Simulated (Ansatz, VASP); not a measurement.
PbS in VASP and in Ansatz

```
Pb S
1.0
     3.57719    0.00000    0.00000
     0.00000    3.57719    0.00000
     0.00000    0.00000    3.57719
Pb S
1 1
Cartesian
  0.0000 0.0000 0.0000
  1.7886 1.7886 1.7886
```

Change from the starting cell: volume scaled by 0.94, PAW files.

Alike in both runs: task single point; functional PBE; k mesh 11 × 11 × 11; occupations fermi-dirac, width 0.1 eV; no spin polarisation.

```csv
,VASP,Ansatz
version,VASP 6.6.1,Ansatz 0.2.0
potentials or method,"VASP PAW PBE potentials, release 64 (Pb_d, S)","PAW with Ansatz's default frozen-core files, scalar-relativistic"
plane-wave cutoff (eV),520,420
valence electrons in the cell,20,20
```

|  | VASP | Ansatz | Ansatz less VASP |
| --- | --- | --- | --- |
| pressure (GPa) | 3.8 | 3.9 | +0.08 |

The functional is the same, so the differences come from potentials, cutoffs and numerics.

Spin-orbit coupling is left out, which matters for the levels of Pb.
